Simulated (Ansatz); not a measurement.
# Ga (C2/c): electronic heat capacity and spin susceptibility from the density of states

Theory: DFT r2SCAN, scalar-relativistic, plane waves, PAW in Ansatz 0.2.0.

Settings: cutoff 500 eV, Γ-centred mesh 16×16×12 on the computed 2-atom cell, Gaussian smearing of 0.10 eV; no spin polarisation.

Relaxed cell: C2/c, a = 2.744 Å, b = 7.903 Å, c = 3.351 Å, α = 90.00°, β = 91.73°, γ = 90.00°, 2 atoms in the primitive cell. This form isn't the element's structure at ambient conditions.

The density of states at the Fermi level is 0.616 states/eV in the cell of 2 atoms (2 formula units; both spins, tetrahedra on a 24×24×18 mesh).

Task: What Sommerfeld coefficient and Pauli susceptibility does this give?

Result: Per formula unit N(E_F) = 0.308 states/eV. γ = (π²/3) k_B² N(E_F) N_A = 2.357 mJ/(mol K²) per state/eV, so γ = 0.7 mJ/(mol K²), a mole of formula units. χ_P = μ_B² N(E_F) N_A = 3.23×10⁻⁵ emu/mol per state/eV gives 1.0×10⁻⁵ emu/mol. This is the bare band result: a measured γ of the same phase is as a rule larger by a factor 1 + λ from phonons and spin fluctuations, the spin part of χ is larger by the Stoner factor, and a measured χ also holds orbital and core terms. N(E_F) at one energy is sensitive to the mesh where the density of states has sharp peaks.

Cost: 1 run of about 3.2 core-minutes, on Arm Neoverse V1 (shared hosts).